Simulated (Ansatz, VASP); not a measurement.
## AlN in VASP and in Ansatz

```
Al N
1.0
     0.00000    2.03452    2.03452
     2.03452    0.00000    2.03452
     2.03452    2.03452    0.00000
Al N
1 1
Direct
  0.50000 0.50000 0.50000
  0.00000 0.00000 0.00000
```

Measurements of this composition are mostly on another form, of space group No. 186.

Alike in both runs: task relaxation of cell and atoms; functional PBEsol; k mesh 10 × 10 × 10; occupations gaussian, width 0.02 eV; no spin polarisation.

```csv
,VASP,Ansatz
version,VASP 6.6.1,Ansatz 0.2.0
potentials or method,"VASP PAW PBE potentials, release 64 (Al, N)","scalar-relativistic, plane waves, PAW"
plane-wave cutoff (eV),600,420
valence electrons in the cell,8,8
```

VASP gave:

- gap on the k mesh at the Fermi level, each at its own relaxed structure (eV): 4.55
- relaxed volume (Å³/atom): 8.27
- relaxed cell length with the largest relative difference (Å): 2.859
- energy change over the relaxation (meV/atom): -2

Task: Which values does Ansatz return?

Result: gap on the k mesh at the Fermi level, each at its own relaxed structure (eV): 4.55; relaxed volume (Å³/atom): 8.27; relaxed cell length with the largest relative difference (Å): 2.860; energy change over the relaxation (meV/atom): -2.

Caveats: the PAW data sets were made with another functional, which shifts forces and pressure a little (VASP). Expect the measured gap to be larger: semilocal functionals such as PBEsol lack the derivative discontinuity. A k mesh can miss the band edges.
